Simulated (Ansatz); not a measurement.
**Phonon spectrum of KTaO₃**

All numbers below come from DFT PBE, scalar-relativistic, plane waves, PAW (Ansatz). Cutoff 420 eV, 8×8×8 k-points (Γ-centred), fixed occupations. No spin polarisation. Phonons by linear response, acoustic sum rule imposed.

Relaxed structure:
```xyz
5
Lattice="4.0244 0.0000 0.0000 0.0000 4.0244 0.0000 0.0000 0.0000 4.0244" Properties=species:S:1:pos:R:3 pbc="T T T"
K     0.0000    0.0000    0.0000
Ta    2.0122    2.0122    2.0122
O     2.0122    0.0000    2.0122
O     2.0122    2.0122    0.0000
O     0.0000    2.0122    2.0122
```

The cell has the cubic perovskite type, in a space group that the Crystallography Open Database lists for this formula; it was reached from a generator's guess. Spin–orbit coupling is left out, which matters for heavy elements. The q mesh is coarse, so values between its points are rough.

Force constants from linear response on a 2×2×2 q mesh.

(1) Is the structure dynamically stable on this mesh?

(2) Give the frequencies (cm⁻¹; i marks imaginary ones) at the irreducible q points, in fractions of the reciprocal vectors, the Γ row without the LO field.

Answers

(1) No: at q = (0.000, 0.000, 0.000) a mode is imaginary, 81i cm⁻¹.

(2)
| q | star | frequencies |
| --- | --- | --- |
| 0.000 0.000 0.000 | 1 | 81i 81i 81i 0 0 0 178 178 178 264 264 264 503 503 503 |
| 0.000 0.000 -0.500 | 3 | 13i 13i 160 160 167 167 187 201 286 328 328 417 471 471 804 |
| 0.000 -0.500 -0.500 | 3 | 21 146 146 160 162 234 234 328 328 350 350 417 438 533 852 |
| -0.500 -0.500 -0.500 | 1 | 156 156 156 174 174 174 251 251 251 422 422 422 499 499 885 |
